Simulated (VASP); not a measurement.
# Mo (Im-3m) in VASP: a series of runs

Runs on Mo. Level: PBE. Tasks: relaxation of cell and atoms, single point.

Program: VASP 6.6.1. These are calculated values, not measurements. Logs are shortened: lines on timing, memory, paths and dates and some standing lists are left out, and cuts for length are marked.

### 1 The crystal as given

It takes space group Im-3m (No. 229, cubic). Conventional cell: a = 3.168 Å, b = 3.168 Å, c = 3.168 Å, α = 90.00°, β = 90.00°, γ = 90.00°. Mo (site symmetry m-3m) is surrounded by 8 Mo at 2.74 Å.

### 2 Relaxation of cell and atoms, PBE

The input, INCAR:

```
SYSTEM = Mo
PREC = Accurate ; ENCUT = 600
EDIFF = 1E-7 ; ISMEAR = -1
SIGMA = 0.05 ; LREAL = .False.
LASPH = .True. ; NELM = 80
ALGO = Normal ; ISIF = 3
LWAVE = .False. ; LCHARG = .False.
GGA = PE ; IBRION = 2
NSW = 40 ; EDIFFG = -0.01
PSTRESS = 0
```

The input, KPOINTS:

```
Automatic mesh
0
Gamma
  12 12 12
  0 0 0
```

The input, POSCAR:

```
Mo
1.0
   -1.5838089719      1.5838089719      1.5838089719
    1.5838089719     -1.5838089719      1.5838089719
    1.5838089719      1.5838089719     -1.5838089719
Mo
1
Direct
    0.0000000000      0.0000000000      0.0000000000
```

Potentials or basis: VASP PAW PBE potentials, release 64 (Mo_sv).

Started as:

```sh
$ cat potpaw_PBE.64/Mo_sv/POTCAR > POTCAR
$ mpirun -np 1 vasp_std > vasp.out
```

OUTCAR:

```text
SYSTEM = Mo
   PREC = Accurate
   ENCUT = 600
   EDIFF = 1E-7
   ISMEAR = -1
   LREAL = .False.
   LASPH = .True.
   NELM = 80
   ISIF = 3
   GGA = PE
   IBRION = 2
   NSW = 40
   EDIFFG = -0.01
   PSTRESS = 0

 ion  position               nearest neighbor table
   1  0.000  0.000  0.000-

  LATTYP: Found a body centered cubic cell.
 ALAT       =     3.1676179438

  Lattice vectors:

 A1 = (  -1.5838089719,   1.5838089719,   1.5838089719)
 A2 = (   1.5838089719,  -1.5838089719,   1.5838089719)
 A3 = (   1.5838089719,   1.5838089719,  -1.5838089719)

Analysis of symmetry for initial positions (statically):
=====================================================================
 Subroutine PRICEL returns:
 Original cell was already a primitive cell.

 Routine SETGRP: Setting up the symmetry group for a
 body centered cubic supercell.

 Subroutine GETGRP returns: Found 48 space group operations
 (whereof 48 operations were pure point group operations)
 out of a pool of 48 trial point group operations.

The static configuration has the point symmetry O_h .

Analysis of symmetry for dynamics (positions and initial velocities):
=====================================================================
 Subroutine PRICEL returns:
 Original cell was already a primitive cell.

 Routine SETGRP: Setting up the symmetry group for a
 body centered cubic supercell.

 Subroutine GETGRP returns: Found 48 space group operations
 (whereof 48 operations were pure point group operations)
 out of a pool of 48 trial point group operations.

The dynamic configuration has the point symmetry O_h .

 Subroutine INISYM returns: Found 48 space group operations
 (whereof 48 operations are pure point group operations),
 and found     1 'primitive' translations

----------------------------------------------------------------------------------------

                                     Primitive cell

  volume of cell :      15.8916

  direct lattice vectors                    reciprocal lattice vectors
    -1.583808972  1.583808972  1.583808972     0.000000000  0.315694638  0.315694638
     1.583808972 -1.583808972  1.583808972     0.315694638  0.000000000  0.315694638
     1.583808972  1.583808972 -1.583808972     0.315694638  0.315694638  0.000000000

  length of vectors
     2.743237609  2.743237609  2.743237609     0.446459639  0.446459639  0.446459639

  position of ions in fractional coordinates (direct lattice)
     0.000000000  0.000000000  0.000000000

  ion indices of the primitive-cell ions
   primitive index   ion index
                 1           1

----------------------------------------------------------------------------------------

 KPOINTS: Automatic mesh

Automatic generation of k-mesh.
 Grid dimensions read from file:
 generate k-points for:   12   12   12

 Generating k-lattice:

  Cartesian coordinates                     Fractional coordinates (reciprocal lattice)
     0.000000000  0.026307886  0.026307886     0.083333333  0.000000000  0.000000000
     0.026307886  0.000000000  0.026307886     0.000000000  0.083333333  0.000000000
     0.026307886  0.026307886  0.000000000     0.000000000  0.000000000  0.083333333

  Length of vectors
     0.037204970  0.037204970  0.037204970

  Shift w.r.t. Gamma in fractional coordinates (k-lattice)
     0.000000000  0.000000000  0.000000000

 Subroutine IBZKPT returns following result:
 ===========================================

 Found     72 irreducible k-points:

 Following reciprocal coordinates:
            Coordinates               Weight
  0.000000  0.000000  0.000000      1.000000
  0.083333  0.000000  0.000000     12.000000
  0.166667  0.000000  0.000000     12.000000
  0.250000  0.000000  0.000000     12.000000
  0.333333  0.000000  0.000000     12.000000
  0.416667  0.000000  0.000000     12.000000
[... 16 lines left out ...]
  0.333333  0.083333  0.083333     24.000000
  0.416667  0.083333  0.083333     12.000000
 [... further k-points ...]
   k-points           NKPTS =     72   k-points in BZ     NKDIM =     72   number of bands    NBANDS=     11
   number of dos      NEDOS =    301   number of ions     NIONS =      1
   total plane-waves  NPLWV =  13824
   dimension x,y,z NGX =    24 NGY =   24 NGZ =   24
   dimension x,y,z NGXF=    48 NGYF=   48 NGZF=   48
   ions per type =               1
   NGX,Y,Z   is equivalent  to a cutoff of  14.54, 14.54, 14.54 a.u.
   NGXF,Y,Z  is equivalent  to a cutoff of  29.09, 29.09, 29.09 a.u.
 SYSTEM =  Mo
   PREC   = accura    normal or accurate (medium, high low for compatibility)
   ISTART =      0    job   : 0-new  1-cont  2-samecut
   ICHARG =      2    charge: 1-file 2-atom 10-const
   ISPIN  =      1    spin polarized calculation?
   LNONCOLLINEAR =      F non collinear calculations
   LSORBIT =      F    spin-orbit coupling
   LASPH  =      T    aspherical Exc in radial PAW
   ENCUT  =  600.0 eV  44.10 Ry    6.64 a.u.   5.48  5.48  5.48*2*pi/ulx,y,z
   NELM   =     80;   NELMIN=  2; NELMDL= -5     # of ELM steps
   EDIFF  = 0.1E-06   stopping-criterion for ELM
   LREAL  =      F    real-space projection
   EDIFFG = -.1E-01   stopping-criterion for IOM
   NSW    =     40    number of steps for IOM
   IBRION =      2    ionic relax: 0-MD 1-quasi-New 2-CG
   NFREE  =      1    steps in history (QN), initial steepest desc. (CG)
   ISIF   =      3    stress and relaxation
   ISYM   =      2    0-nonsym 1-usesym 2-fastsym
   POTIM  = 0.5000    time-step for ionic-motion
   TEBEG  =    0.0;   TEEND  =   0.0 temperature during run
   PSTRESS=    0.0 pullay stress
   NELECT =      14.0000    total number of electrons
   NUPDOWN=      -1.0000    fix difference up-down
   EMIN   =  10.00;   EMAX   =-10.00  energy-range for DOS
   EFERMI =   0.00;   METHOD = LEGACY
   ISMEAR =    -1;   SIGMA  =   0.05  broadening in eV -4-tet -1-fermi 0-gaus
   EFERMI_NEDOS =   21; number of points for ismear=-14 and -15
   IALGO  =     38    algorithm
   IMIX   =      4    mixing-type and parameters
     AMIX     =   0.40;   BMIX     =  1.00
     AMIX_MAG =   1.60;   BMIX_MAG =  1.00
  volume/ion in A,a.u.               =      15.89       107.24
  Fermi-wavevector in a.u.,A,eV,Ry     =   1.569380  2.965698 33.510508  2.462953
  Thomas-Fermi vector in A             =   2.671271
   LORBIT       =      0    0 simple, 1 ext, 2 COOP (PROOUT), +10 PAW based schemes
   GGA     = PE    functional components
   LHFCALC =     F    Hartree Fock is set to
   AEXX    =    0.0000 exact exchange contribution
   IVDW    =     0    specifies the selected vdW correction
   LEPSILON=     F    determine dielectric tensor
   LRPA    =     F    only Hartree local field effects (RPA)
 conjugate gradient relaxation of ions
 non-spin polarized calculation
  energy-cutoff  :      600.00
  volume of cell :       15.89
 maximum number of plane-waves:       555
 NGX is ok and might be reduce to    24
   NGX = 11   NGY = 11   NGZ = 11

--------------------------------------- Ionic step        1  -------------------------------------------

 number of electron      14.0000002 magnetization

 Free energy of the ion-electron system (eV)
  ---------------------------------------------------
  ext. energy  EPLUGINS =         0.00000000
  ---------------------------------------------------
  free energy    TOTEN  =       -10.95129809 eV

  energy without entropy =      -10.94873641  energy(sigma->0) =      -10.95001725

------------------------ aborting loop because EDIFF is reached ----------------------------------------

  FORCE on cell =-STRESS in cart. coord.  units (eV):
  Direction    XX          YY          ZZ          XY          YZ          ZX
  --------------------------------------------------------------------------------------
  -------------------------------------------------------------------------------------
  Total       -0.1443389     -0.1443389     -0.1443389      0.0000000      0.0000000     -0.0000000
  in kB      -14.5520932    -14.5520932    -14.5520932      0.0000000      0.0000000     -0.0000000
  external PRESSURE =     -14.5520932 kB  Pullay stress =       0.0000000 kB
[... 55 lines left out ...]
  energy  without entropy=      -10.9462102131  energy(sigma->0) =      -10.94742540

--------------------------------------- Ionic step        3  -------------------------------------------

 number of electron      14.0000002 magnetization

 Free energy of the ion-electron system (eV)
  ---------------------------------------------------
  ext. energy  EPLUGINS =         0.00000000
  ---------------------------------------------------
  free energy    TOTEN  =       -10.95171046 eV

  energy without entropy =      -10.94918016  energy(sigma->0) =      -10.95044531

 E-fermi :  12.3737     XC(G=0): -13.3288

 val. band max:       12.3691258898   @ k =   0.5000   0.5000   0.0833
 cond. band min:      12.4231671403   @ k =  -0.3333   0.3333   0.2500
 fundamental gap:      0.0540412504
 Fermi energy:        12.3737131580

 k-point     1 :       0.0000    0.0000    0.0000
  band No.  band energies     occupation
      1     -48.8592      2.00000
      2     -22.1508      2.00000
      3     -22.1508      2.00000
      4     -22.1508      2.00000
      5       5.2199      2.00000
      6      11.0771      2.00000
      7      11.0771      2.00000
      8      11.0771      2.00000
      9      14.0619      0.00000
     10      14.0619      0.00000
     11      27.2348      0.00000
[... 309 lines left out ...]
 k-point    24 :       0.4167    0.0833    0.0833
  band No.  band energies     occupation
      1     -48.6008      2.00000
      2     -23.4147      2.00000
      3     -22.6468      2.00000
      4     -22.2520      2.00000
      5       7.7299      2.00000
      6       9.0620      2.00000
      7      12.7208      0.00193
      8      14.2461      0.00000
      9      14.7346      0.00000
     10      18.6979      0.00000
     11      23.3358      0.00000

 [... further k-points ...]

------------------------ aborting loop because EDIFF is reached ----------------------------------------

  FORCE on cell =-STRESS in cart. coord.  units (eV):
  Direction    XX          YY          ZZ          XY          YZ          ZX
  --------------------------------------------------------------------------------------
  -------------------------------------------------------------------------------------
  Total       -0.0003162     -0.0003162     -0.0003162     -0.0000000      0.0000000     -0.0000000
  in kB       -0.0320625     -0.0320625     -0.0320625     -0.0000000      0.0000000     -0.0000000
  external PRESSURE =      -0.0320625 kB  Pullay stress =       0.0000000 kB
[... 16 lines left out ...]
  FREE ENERGIE OF THE ION-ELECTRON SYSTEM (eV)
  ---------------------------------------------------
  free  energy   TOTEN  =       -10.9517104639 eV

  energy  without entropy=      -10.9491801628  energy(sigma->0) =      -10.95044531

 reached required accuracy - stopping structural energy minimisation
```

It took 16 s on 1 thread of Intel Xeon Platinum 8488C (Sapphire Rapids), shared host; peak memory 0.15 GiB.

What came out:

* Free energy: -10.9517 eV
* Relaxed volume: 15.80 Å³/atom
* Relaxed cell: a = 2.738 Å, b = 2.738 Å, c = 2.738 Å, α = 109.47°, β = 109.47°, γ = 109.47°
* Space group after relaxing (to 0.05 Å): Im-3m (No. 229)
* Energy gained by relaxing: 0.4 meV/atom
* Ionic steps: 3
* Pressure after relaxing: 0.0 GPa
* Band gap on the k mesh: none (metal or under the smearing width)

Step by step:
| step | energy change (eV) | largest force (eV/Å) | pressure (GPa) | volume (Å³) |
| --- | --- | --- | --- | --- |
| 1 | 0.0000 | 0.0000 | -1.46 | 15.89 |
| 2 | 0.0027 | 0.0000 | 4.16 | 15.56 |
| 3 | -0.0004 | 0.0000 | 0.00 | 15.80 |

Final structure:
```yaml
crystal:
  lattice:
    - [-1.58084, 1.58084, 1.58084]
    - [1.58084, -1.58084, 1.58084]
    - [1.58084, 1.58084, -1.58084]
  atoms:
    - { symbol: Mo, position: [0.00000, 0.00000, 0.00000] }
```

### 3 Single point, PBE (grid = ENCUT=400 dk=0.9 cell=2x2x1 ISMEAR=1 SIGMA=0.1 LREAL=Auto EDIFF=1e-06)

The input, INCAR:

```
PREC = Accurate ; ENCUT = 400
EDIFF = 1E-6 ; ISMEAR = 1
SIGMA = 0.1 ; LREAL = Auto
LASPH = True ; NELM = 120
ALGO = Fast ; ISIF = 2
LWAVE = False ; LCHARG = False
GGA = PE ; NBANDS = 36
```

The input, KPOINTS:

```
Automatic mesh
0
Gamma
  4 4 4
```

The input, POSCAR:

```
Mo
1.0
   -3.1676179438      3.1676179438      3.1676179438
    3.1676179438     -3.1676179438      3.1676179438
    1.5838089719      1.5838089719     -1.5838089719
Mo
4
Direct
    0.0000000000      0.0000000000      0.0000000000
    0.0000000000      0.5000000000      0.0000000000
    0.5000000000      0.0000000000      0.0000000000
    0.5000000000      0.5000000000      0.0000000000
```

Potentials or basis: VASP PAW PBE potentials, release 64 (Mo_sv).

Started as:

```sh
$ cat potpaw_PBE.64/Mo_sv/POTCAR > POTCAR
$ mpirun -np 1 vasp_std > vasp.out
```

OUTCAR:

```text
PREC = Accurate
   ENCUT = 400
   EDIFF = 1E-6
   ISMEAR = 1
   LREAL = Auto
   LASPH = True
   NELM = 120
   ISIF = 2
   GGA = PE

 Found     13 irreducible k-points:

 Following reciprocal coordinates:
            Coordinates               Weight
  0.000000  0.000000  0.000000      1.000000
  0.250000  0.000000  0.000000      6.000000
  0.500000  0.000000  0.000000      3.000000
  0.250000  0.250000  0.000000      6.000000
  0.000000  0.000000  0.250000      6.000000
  0.250000  0.000000  0.250000      6.000000
   k-points           NKPTS =     13   k-points in BZ     NKDIM =     13   number of bands    NBANDS=     36
   number of dos      NEDOS =    301   number of ions     NIONS =      4
   total plane-waves  NPLWV =  23328
   dimension x,y,z NGX =    36 NGY =   36 NGZ =   18
   dimension x,y,z NGXF=    72 NGYF=   72 NGZF=   36
   ions per type =               4
   NGX,Y,Z   is equivalent  to a cutoff of  10.91, 10.91, 10.91 a.u.
   NGXF,Y,Z  is equivalent  to a cutoff of  21.82, 21.82, 21.82 a.u.
 SYSTEM =  unknown system
   PREC   = accura    normal or accurate (medium, high low for compatibility)
   ISTART =      0    job   : 0-new  1-cont  2-samecut
   ICHARG =      2    charge: 1-file 2-atom 10-const
   ISPIN  =      1    spin polarized calculation?
   LNONCOLLINEAR =      F non collinear calculations
[... 57 lines left out ...]
 cond. band min:      12.2066272596   @ k =   0.5000   0.2500   0.2500
 fundamental gap:      0.1274361652
 Fermi energy:        12.2008961191

 k-point     1 :       0.0000    0.0000    0.0000
  band No.  band energies     occupation
      1     -48.9505      2.00000
      2     -48.7028      2.00000
      3     -48.7028      2.00000
      4     -48.7028      2.00000
      5     -23.5822      2.00000
      6     -23.5822      2.00000
[... 223 lines left out ...]
     35      14.5365      0.00000
     36      15.3816      0.00000

 [... further k-points ...]

------------------------ aborting loop because EDIFF is reached ----------------------------------------

  FORCE on cell =-STRESS in cart. coord.  units (eV):
  Direction    XX          YY          ZZ          XY          YZ          ZX
  --------------------------------------------------------------------------------------
  -------------------------------------------------------------------------------------
  Total       -0.4106201     -0.4106201     -0.4106201      1.2935413     -1.2935413     -1.2935413
  in kB      -10.3495713    -10.3495713    -10.3495713     32.6033701    -32.6033701    -32.6033701
  external PRESSURE =     -10.3495713 kB  Pullay stress =       0.0000000 kB

 VOLUME and BASIS-vectors are now :
 -----------------------------------------------------------------------------
  energy-cutoff  :      400.00
  volume of cell :       63.57
      direct lattice vectors                 reciprocal lattice vectors
    -3.167617944  3.167617944  3.167617944     0.000000000  0.157847319  0.157847319
     3.167617944 -3.167617944  3.167617944     0.157847319  0.000000000  0.157847319
     1.583808972  1.583808972 -1.583808972     0.315694638  0.315694638  0.000000000

 POSITION                                       TOTAL-FORCE (eV/Angst)
 -----------------------------------------------------------------------------------
      0.00000      0.00000      0.00000        -0.000000      0.000000     -0.000000
      1.58381     -1.58381      1.58381         0.000000     -0.000000     -0.000000
     -1.58381      1.58381      1.58381         0.000000      0.000000     -0.000000
      0.00000      0.00000      3.16762         0.000000     -0.000000      0.000000
 -----------------------------------------------------------------------------------
    total drift:                               -0.000000     -0.000000      0.000000

  FREE ENERGIE OF THE ION-ELECTRON SYSTEM (eV)
  ---------------------------------------------------
  free  energy   TOTEN  =       -43.5320674084 eV

  energy  without entropy=      -43.5333106101  energy(sigma->0) =      -43.53248181
```

stdout:

```text
POSCAR found type information on POSCAR Mo
 POSCAR found :  1 types and       4 ions
 scaLAPACK will be used
 -----------------------------------------------------------------------------
|                                                                             |
|                                                                             |
|     You have a (more or less) 'small supercell' and for smaller cells       |
|     it is recommended to use the reciprocal-space projection scheme!        |
|     The real-space optimization is not efficient for small cells and it     |
|     is also less accurate ...                                               |
|     Therefore, set LREAL=.FALSE. in the INCAR file.                         |
|                                                                             |
 -----------------------------------------------------------------------------

 LDA part: xc-table for (Slater+PW92), standard interpolation
 POSCAR, INCAR and KPOINTS ok, starting setup
 FFT: planning ... GRIDC
 FFT: planning ... GRID_SOFT
 FFT: planning ... GRID
 WAVECAR not read
 entering main loop
```

It took 27 s on 1 thread of Intel Xeon Platinum 8488C (Sapphire Rapids), shared host; peak memory 0.16 GiB.

The run converged, but some of its settings lie outside the range that counts as converged, so its numbers aren't taken as properties of the crystal.

Results:

```yaml
Free_energy: -43.5321 eV
Pressure: -1.0 GPa
Band_gap_on_the_k_mesh: none (metal or under the smearing width)
```

Caveat: the k mesh is coarse (spacing up to 0.70 Å⁻¹), so the values aren't converged; the result breaks the symmetry of the cell; the real-space grid breaks the cell's symmetry a little.

### 4 Single point, PBE (grid = ENCUT=400 dk=0.6 cell=2x2x1 ISMEAR=1 SIGMA=0.1 LREAL=Auto EDIFF=1e-06)

INCAR is that of step 3.

The input, KPOINTS:

```
Automatic mesh
0
Gamma
  5 5 5
```

POSCAR is that of step 3.

Started as:

```sh
$ cat potpaw_PBE.64/Mo_sv/POTCAR > POTCAR
$ mpirun -np 1 vasp_std > vasp.out
```

It took 62 s on 1 thread of Intel Xeon Platinum 8488C (Sapphire Rapids), shared host; peak memory 0.16 GiB.

These settings aren't checked as converged: the numbers below hold their error.

Results:

```yaml
Free_energy: -43.7283 eV
Pressure: -3.2 GPa
Band_gap_on_the_k_mesh: none (metal or under the smearing width)
```

Caveat: the k mesh is coarse (spacing up to 0.56 Å⁻¹), so the values aren't converged; the result breaks the symmetry of the cell; the real-space grid breaks the cell's symmetry a little.

### 5 Single point, PBE (grid = ENCUT=280 dk=0.35 cell=2x2x1 ISMEAR=1 SIGMA=0.1 LREAL=Auto EDIFF=1e-06)

INCAR, as its differences from that of step 4:

```diff
@@ -1,2 +1,2 @@
-PREC = Accurate ; ENCUT = 400
+PREC = Accurate ; ENCUT = 280
 EDIFF = 1E-6 ; ISMEAR = 1
```

The input, KPOINTS:

```
Automatic mesh
0
Gamma
  9 9 9
```

POSCAR is that of step 4.

Started as:

```sh
$ cat potpaw_PBE.64/Mo_sv/POTCAR > POTCAR
$ mpirun -np 1 vasp_std > vasp.out
```

Run time: 99 s. Hardware: 1 thread of Intel Xeon Platinum 8488C (Sapphire Rapids), shared host; peak memory 0.17 GiB.

The run converged, but some of its settings lie outside the range that counts as converged, so its numbers aren't taken as properties of the crystal.

What came out:

| Quantity | Value |
| --- | --- |
| Free energy | -43.7425 eV |
| Band gap on the k mesh | none (metal or under the smearing width) |

Caveat: the cutoff is under 1.25 times the usual one of these potentials, so pressure, stress and relaxed cells hold a basis-set (Pulay) error; the result breaks the symmetry of the cell; the real-space grid breaks the cell's symmetry a little.

### 6 The reference run

An earlier run on the cell as given: functional PBE; potentials or basis VASP PAW PBE potentials, release 64 (Mo_sv); cutoff 520 eV; k mesh 12 × 12 × 12; occupations fermi-dirac, width 0.05 eV; no spin polarisation.

- Pressure: -1.4 GPa
- Band gap on the k mesh: none (metal or under the smearing width)
